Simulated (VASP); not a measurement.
BaZrO3, 5 atoms in the cell. Symmetry: Pm-3m, No. 221, cubic system. The conventional cell has a = 4.191 Å, b = 4.191 Å, c = 4.191 Å, α = 90.00°, β = 90.00°, γ = 90.00°. Ba (site symmetry m-3m) has 12 O at 2.96 Å as nearest neighbours. Zr (site symmetry m-3m) has 6 O at 2.10 Å as nearest neighbours. Around O (site symmetry 4/mmm) lie 2 Zr at 2.10 Å. 

| Item | Value |
| --- | --- |
| Program | VASP 6.6.1 |
| Task | relaxation of cell and atoms |
| Functional | PBE |
| Potentials or basis | VASP PAW PBE potentials, release 64 (Ba_sv, Zr_sv, O) |
| Cutoff | 600 eV |
| k mesh | 6 × 6 × 6 |
| Occupations | gaussian, width 0.02 eV |
| Spin | no spin polarisation |
| Ladder | gaps |
| Further INCAR settings | ALGO = Fast; EDIFF = 1e-06; IBRION = 2; EDIFFG = -0.005; NSW = 60; ISIF = 3 |

Potentials or basis: VASP PAW PBE potentials, release 64 (Ba_sv, Zr_sv, O).

Command:

```console
$ cat potpaw_PBE.64/Ba_sv/POTCAR potpaw_PBE.64/Zr_sv/POTCAR potpaw_PBE.64/O/POTCAR > POTCAR
$ mpirun -np 2 vasp_std > vasp.out
```

Hardware: 2 MPI ranks on Intel(R) Xeon(R) Platinum 8259CL CPU @ 2.50GHz (Skylake/Cascade Lake), on a shared host.

Problem. Estimate the wall time of this run.

Solution. Run time: 120 s on 2 MPI ranks on Intel(R) Xeon(R) Platinum 8259CL CPU @ 2.50GHz (Skylake/Cascade Lake), with other jobs on the host, peak memory 0.24 GiB a rank. Counts: scf iterations 96, k points 20, ion steps 3.
